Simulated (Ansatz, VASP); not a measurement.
## PbSe (Clausthalite): VASP beside Ansatz

```
Pb Se
1.0
     0.00000    3.06065    3.06065
     3.06065    0.00000    3.06065
     3.06065    3.06065    0.00000
Pb Se
1 1
Direct
  0.00000 0.00000 0.00000
  0.50000 0.50000 0.50000
```

Alike in both runs: task relaxation of cell and atoms; functional RPBE; dispersion D4; k mesh 8 × 8 × 8; occupations fermi-dirac, width 0.05 eV; no spin polarisation.

|  | VASP | Ansatz |
| --- | --- | --- |
| version | VASP 6.6.1 | Ansatz 0.2.0 |
| potentials or method | VASP PAW PBE potentials, release 64 (Pb_d, Se), cutoff 600 eV | all-electron LAPW, scalar-relativistic |

```csv
,VASP,Ansatz,Ansatz less VASP
relaxed volume (Å³/atom),28.84,28.83,-0.006
relaxed cell length with the largest relative difference (Å),4.337,4.336,-0.0003
```

Ansatz ran all-electron here, so the differences hold the error of VASP's frozen core and of both bases.

Caveats: the PAW data sets were made with another functional, which shifts forces and pressure a little (VASP). Zero-point motion and thermal expansion aren't in these numbers.
